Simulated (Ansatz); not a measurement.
Runs of Ansatz 0.2.0 on TiAl. Symmetry: P-6m2, No. 187, hexagonal system. The conventional cell has a = 2.867 Å, b = 2.867 Å, c = 4.678 Å, α = 90.00°, β = 90.00°, γ = 120.00°. Ti (site symmetry -6m2) has 6 Al at 2.87 Å and 6 Ti at 2.87 Å as nearest neighbours. Al (site symmetry -6m2) has 6 Ti at 2.87 Å and 6 Al at 2.87 Å as nearest neighbours. The cell comes from a database or a generator and needn't be the stable form of this composition.

| task | level | cell | k mesh | cutoff (eV) | mesh quality | gap on the mesh (eV) | pressure (GPa) | V0 of scaled cells (Å³/atom) | relaxed volume (Å³/atom) | B0 (GPa) |
| --- | --- | --- | --- | --- | --- | --- | --- | --- | --- | --- |
| relaxation of cell and atoms | LDA | relaxed | 11 × 11 × 6 | 420 | not flagged | none | 0.0 | - | 15.72 | - |
| relaxation of cell and atoms | PBEsol | relaxed | 11 × 11 × 6 | 420 | not flagged | none | 0.0 | - | 16.23 | - |
| equation of state | HSE06 | as given | 6 × 6 × 4 | 420 | coarse | - | - | (d) | - | 117 |
| relaxation of cell and atoms | BLYP | relaxed | 11 × 11 × 6 | 420 | not flagged | none | 0.0 | - | 17.21 | - |
| relaxation of cell and atoms | PBE0 | relaxed | 6 × 6 × 3 | 420 | coarse | none | - | - | 16.48 | - |
| relaxation of cell and atoms | PBEsol+D3(BJ)+ATM | relaxed | 11 × 11 × 6 | 420 | not flagged | none | 0.0 | - | 15.66 | - |
| relaxation of cell and atoms | PBEsol+D4 | relaxed | 11 × 11 × 6 | 420 | not flagged | none | 0.0 | - | 16.01 | - |
| relaxation of cell and atoms | r2SCAN | relaxed | 11 × 11 × 6 | 500 | not flagged | none | 0.0 | - | (c) | - |
| equation of state | PBEsol | as given | 11 × 11 × 6 | 420 | not flagged | - | - | 16.21 | - | 112 |
| relaxation of cell and atoms | PBEsol+D3(BJ) | relaxed | 11 × 11 × 6 | 420 | not flagged | none | 0.0 | - | 15.55 | - |
| single point | PBEsol | as given | 11 × 11 × 6 | 420 | not flagged | none | (a) | - | - | - |
| equation of state | r2SCAN | as given | 11 × 11 × 6 | 500 | not flagged | - | - | (b) | - | 114 |

Alike in all rows: potentials or basis Ansatz PAW; no spin polarisation; smearing fermi-dirac 0.05 eV.

Fill in the values left out.

(a) -2.8; (b) 16.50; (c) 16.53; (d) 16.48.

Caveats: some runs use coarse meshes; the PAW data sets come from PBE, with cores solved anew for the run's functional, which leaves a small shift of forces and pressure; the plane-wave basis is chosen anew once the cell has moved, so the energies of steps on either side of that aren't comparable (some runs); the cell was scaled at fixed shape and fractional positions, which overstates the stiffness of a crystal with free parameters, most of all of layers and chains (some runs); pairwise dispersion overbinds metals, which lowers pressure and volume (some runs); the potentials were made for another functional, which shifts forces and pressure (some runs).

A k mesh can miss the band edges.

A gap of «none» marks a metal or a gap under the smearing width.

Not every run made on this cell is shown here.
